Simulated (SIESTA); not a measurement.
SrO:

```xyz
2
Lattice="0.0000 2.5663 2.5663 2.5663 0.0000 2.5663 2.5663 2.5663 0.0000" Properties=species:S:1:pos:R:3 pbc="T T T"
Sr    2.5663    2.5663    2.5663
O     0.0000    0.0000    0.0000
```

Program: SIESTA 5.4.2. Alike in all runs: task band structure; no spin polarisation; cell as given; k mesh 9 × 9 × 9; smearing fermi-dirac 0.05 eV; grid cutoff 800 Ry; energy shift 0.003 Ry.

Q: Order these runs on this cell by their pressure, lowest first.
A. level LDA; potentials or basis PseudoDojo 0.4 standard (LDA files), DZP (energy shift 0.003 Ry; two zetas on semicore shells; d shell added on Sr)
B. level PBEsol; potentials or basis PseudoDojo 0.4 standard (PBEsol files), DZP (energy shift 0.003 Ry; two zetas on semicore shells; d shell added on Sr)
C. level RPBE; potentials or basis PseudoDojo 0.4 standard (PBE files), DZP (energy shift 0.003 Ry; two zetas on semicore shells; d shell added on Sr)
D. level PBE; potentials or basis PseudoDojo 0.4 standard (PBE files), DZP (energy shift 0.003 Ry; two zetas on semicore shells; d shell added on Sr)

A: A (-3.3 GPa), B (0.0 GPa), D (4.1 GPa), C (7.1 GPa).

Caveats: the basis of atomic orbitals isn't converged, which shifts pressures, moduli and gaps; the potentials were made for another functional, which shifts forces and pressure (some runs).

Not every run made on this cell is shown here.
